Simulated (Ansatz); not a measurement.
# CdTe (F-43m): bands, slopes and optics on a fine k mesh

Level of theory: PBEsol, all-electron LAPW in Ansatz 0.2.0, scalar-relativistic.

Cell and atoms were relaxed beforehand by PAW with this functional.

Command line:

```sh
ansatz run input.yaml --threads 1 --pin off --max-ram 3072MiB --backend cpu --events-out ev --progress --plain --runs-dir out
```

Input file:

```yaml
crystal:
  lattice:
    - [0.0, 3.24470464658, 3.24470464658]
    - [3.24470464658, 0.0, 3.24470464658]
    - [3.24470464658, 3.24470464658, 0.0]
  atoms:
    - { symbol: Cd, position: [0.0, 0.0, 0.0] }
    - { symbol: Te, position: [0.75, 0.75, 0.75] }
kpoints:
  mp_grid: { grid: [8, 8, 8] }
scf:
  occupations: { method: fixed }
hamiltonian:
  xc: pbesol
  pseudopotentials: { kind: all_electron, lapw: { basis_error: 0.001 } }
output:
  forces: true
  stress: true
  eigenvalues: true
  eigenstates:
    nscf_kmesh: { grid: [10, 10, 10] }
    de_dk: true
    e_range: [-9, 10.64888489146]
  optics:
    e_range: [0, 25]
    de: 0.2
    sigma: 0.2
    bands: { spectra_wanted_up_to: 25 }
    nscf_kmesh: { grid: [10, 10, 10] }
checkpoint:
  write: ck
  write_wavefunctions: false
```

Output:

```
Warning: RAYON_NUM_THREADS=1 ignored (pool sized by the plan → 1); use --threads N
LAPW: plane waves up to 8.134 Å⁻¹, error target 1.0e-3 eV per atom; small_component_spin mean_spin; Cd in spheres of 1.416 Å, 20 of its electrons in bands, Dirac shells []; Te in spheres of 1.394 Å, 24 of its electrons in bands, ...
Engine: ansatz 0.2.0, aarch64-unknown-linux-gnu
Pseudopotentials: kind: all_electron
Pseudopotential: Cd, LAPW, valence charge 20, lapw/all_electron/scalar/gaussian/Cd, Koelling and Harmon's equation, gaussian nucleus
Pseudopotential: Te, LAPW, valence charge 24, lapw/all_electron/scalar/gaussian/Te, Koelling and Harmon's equation, gaussian nucleus
Functional definition: PBEsol
  exchange = pbesol_x
  correlation = pbesol_c
davidson cushion auto → on  (no smearing: the cushion is to keep the highest requested band from converging to the state above it; pin scf.eigensolver.cushion to override)
Crystal: 2 atoms, lattice volume = 68.321 Å³
Basis set: ecut = 252.04490349488665 eV, 609 PW (Γ), exchange–correlation at level 2
Bands: 27, of which v1, the nominal top of the filled ones, is band 22 counted from 1 (21 counted from 0)
Symmetry: 24 space group operations
[... 19 lines left out ...]
SCF 1 converged in 9 iterations: F = -336971.780891 eV  dr2 = 2.79e-12
NSCF: frozen V_eff on 47 k-points
the basis was enlarged: its passes take 3.0 MiB over the memory plan, 1 of 1 planned eigensolver slots
NSCF: frozen V_eff on 1 k-points
NSCF: frozen V_eff on 1 k-points
NSCF: frozen V_eff on 47 k-points
SCF converged after 9 iterations
Free energy (F): -336971.780891 eV
Harris-Foulkes:  -336971.780891 eV  (|F-HF|=4.07e-10)
Internal energy: -336971.780891 eV  (E = F + TS)
E sigma→0 (E₀):  -336971.780891 eV
Fermi energy:    8.624583 eV
--- Per-component energies (eV) ---
  E_band       = -1645.173363
  E_kinetic    = 354547.495304
  E_xc         = -8850.017701
  E_electrostatic = -682669.258495  (all electrons and nuclei)
  E_smearing   = -0.000000  (= −TS)
  E_closure    = 0.000000  (closes the sum)
  Σ components = -336971.780891   (vs F -336971.780891, Δ=0.00e0)
  Basis errors (estimates in eV, not in F): energy 4.3e-4 per atom: plane waves 4.0e-4 (2.3e-4 summed), levels above the bands 0.0e0, relativity 2.1e-8, radial functions 3.0e-5, core shells 2.9e-7; eigenvalues (radial functions ...
--- Forces (eV/Å), atoms counted from 1 ---
  atom   1  Cd     0.00000000    -0.00000000     0.00000000
  atom   2  Te    -0.00000000     0.00000000    -0.00000000
  max |Σ_I F_I| component: 4.16e-17 eV/Å
--- Stress (GPa, compression-positive) ---
        0.008226      -0.000000      -0.000000
       -0.000000       0.008226       0.000000
       -0.000000       0.000000       0.008226
  P = ⅓ Tr σ = 0.0082 GPa (0.082 kbar)
--- Fermi surface from the table of eigenstates not read: on its mesh, or on one of the eight of every second point, the electrons fill whole bands (an insulator's do; a metal wants a denser output.eigenstates.nscf_kmesh) ---
```

The calculation finished and met its thresholds.

Head of optics.tsv:

```
# E[eV]	eps2_xx	eps2_yy	eps2_zz	eps2_xy	eps2_xz	eps2_yz	eps1_xx	eps1_yy	eps1_zz	eps1_xy	eps1_xz	eps1_yz	loss_summed_bands_xx	loss_summed_bands_yy	loss_summed_bands_zz
# format = ansatz-optics/6
# eps_inf(xx yy zz) = 10.997766 10.997766 10.997766
# eps_inf_bands = summed_not_served
# eps_inf_summed_bands(xx yy zz) = 10.997766 10.997766 10.997766
# k_sum = mesh_points (the levels between the k-points could not be solved for (on LAPW and under a meta-GGA on two components they never are), or show one that a k-point
# eps_inf_relative_error = 0.1880
# f_sum_n_eff(xx yy zz) = 26.820449 26.820449 26.820449 of n_electrons = 44.000000
# loss_f_sum_n_eff(xx yy zz) = 26.820449 26.820449 26.820449
# perfect_screening_sum(xx yy zz) = 0.909072 0.909072 0.909072
# perfect_screening_sum_on_rows(xx yy zz) = 0.909063 0.909063 0.909063
# n_bands = 71
# n_bands_set_by = photon_energy
# valid_up_to_ev = 36.823713
# least_direct_gap_ev = 6.488320e-1 at k(fractional) = 0.000000 0.000000 0.000000, k_point = 0, channel = 0, bands = 21 22 (counted from 0)
# evaluated_top_ev = 201.000000
```

Dielectric function:

Independent-particle optical response of a crystal from Kohn-Sham bands on the fine mesh, no local fields or excitons; Cartesian axes as in the input.

```json
{
 "Fine mesh": "10, 10, 10",
 "Line width": "0.2 eV",
 "Further gaussian width": "0.3 eV"
}
```

```tsv
photon energy (eV)	dielectric real xx	dielectric imag xx
0.4	11.13	1.55
0.8	9.913	2.074
1.2	10.19	1.831
1.6	10.77	2.604
2	11.49	3.997
2.4	11.08	6.457
2.8	9.248	7.95
3.2	7.612	8.02
3.6	7.876	8.006
4	7.7	10.69
4.4	4.172	13.11
4.8	-0.343	11.96
5.2	-1.887	8.529
5.6	-0.982	7.378
6	-1.989	7.465
6.4	-3.209	5.972
6.8	-3.173	4.363
7.2	-2.953	3.347
7.6	-2.52	2.355
8	-1.857	1.891
8.4	-1.503	1.691
8.8	-1.285	1.477
9.2	-1.029	1.211
9.6	-0.754	1.103
10	-0.583	1.021
10.4	-0.423	0.949
10.8	-0.313	0.926
11.2	-0.288	0.832
11.6	-0.145	0.683
12	0.024	0.658
12.4	0.133	0.675
12.8	0.191	0.703
13.2	0.223	0.733
13.6	0.158	0.755
14	0.09	0.617
14.4	0.176	0.464
14.8	0.309	0.409
15.2	0.406	0.434
15.6	0.423	0.456
16	0.437	0.431
16.4	0.466	0.402
16.8	0.506	0.368
17.2	0.56	0.357
17.6	0.597	0.356
18	0.641	0.359
18.4	0.666	0.379
18.8	0.682	0.399
19.2	0.665	0.43
19.6	0.62	0.4
20	0.645	0.351
20.4	0.657	0.35
20.8	0.66	0.314
21.2	0.694	0.293
21.6	0.711	0.277
22	0.762	0.258
22.4	0.805	0.303
22.8	0.773	0.34
23.2	0.74	0.314
23.6	0.745	0.271
24	0.79	0.244
24.4	0.819	0.281
24.8	0.782	0.292
```

Optical peaks:

Highest local maxima between 0.6 eV and the top less 1.5 eV.

```json
{"Fine mesh": "10, 10, 10", "Window top": "25 eV", "Line width": "0.2 eV", "Further gaussian width": "0.3 eV", "Highest loss peak energy x": "14.39 eV", "Highest loss peak height x": "1.885", "Highest eps2 peak energy x": "4.482 eV", "Highest eps2 peak height x": "13.11"}
```

Optical constants:

Normal incidence from vacuum, light polarised along x.

```json
{
  "Fine mesh": "10, 10, 10",
  "Line width": "0.2 eV",
  "Further gaussian width": "0.3 eV"
}
```

```
photon energy (eV)  refractive index  extinction  reflectivity  loss function  absorption (×10⁵ cm⁻¹)
               0.8             3.165       0.328        0.2747         0.0202                   0.266
               1.6             3.305       0.394        0.2926         0.0212                   0.639
               2.4             3.457       0.934        0.3332         0.0393                   2.272
               3.2             3.055       1.313        0.3273         0.0656                   4.257
                 4             3.231       1.655        0.3738         0.0616                   6.708
               4.8             2.411       2.481        0.4579         0.0835                   12.07
               5.6             1.797       2.053        0.4028         0.1332                   11.65
               6.4             1.336       2.235        0.4887         0.1299                    14.5
               7.2             0.869       1.926        0.5173          0.168                   14.05
                 8              0.63       1.501        0.4869         0.2692                   12.17
               8.8              0.58       1.273        0.4365         0.3854                   11.36
               9.6             0.539       1.022        0.3681         0.6178                   9.947
              10.4             0.555       0.855         0.295         0.8792                   9.012
              11.2             0.544       0.764        0.2667          1.074                   8.675
                12             0.584       0.563        0.1733          1.517                    6.85
              12.8             0.678       0.518        0.1208          1.325                   6.724
              13.6             0.682       0.554        0.1302          1.269                   7.634
              14.4              0.58         0.4        0.1269          1.885                   5.844
              15.2             0.707       0.307        0.0597          1.228                   4.723
                16             0.725       0.297        0.0536          1.145                   4.818
              16.8             0.752       0.245        0.0388         0.9413                   4.171
              17.6             0.804       0.221        0.0265         0.7364                   3.947
              18.4             0.846       0.224        0.0214         0.6458                   4.179
              19.2             0.854       0.252        0.0242         0.6852                   4.899
                20             0.831       0.211        0.0216         0.6501                   4.278
              20.8             0.834       0.188        0.0185         0.5876                   3.964
              21.6             0.858       0.161        0.0132          0.476                   3.533
              22.4             0.912       0.166        0.0095         0.4092                   3.764
              23.2             0.878       0.179        0.0131         0.4858                   4.197
                24             0.899       0.136        0.0079         0.3574                   3.307
              24.8             0.899       0.163        0.0101         0.4197                   4.086
```

Known limits: no spin-orbit coupling on heavy atoms; semilocal gaps are low, and what follows the gap (onsets, screening, light masses) shifts with it; filled d bands lie too high at this level, so their transitions start too early; spectra summed at the mesh points alone; narrow gap on a mesh point, low-energy response too large.

Cost: 86 s on 1 thread of Arm Neoverse V1 (shared host), peak memory 0.38 GiB.
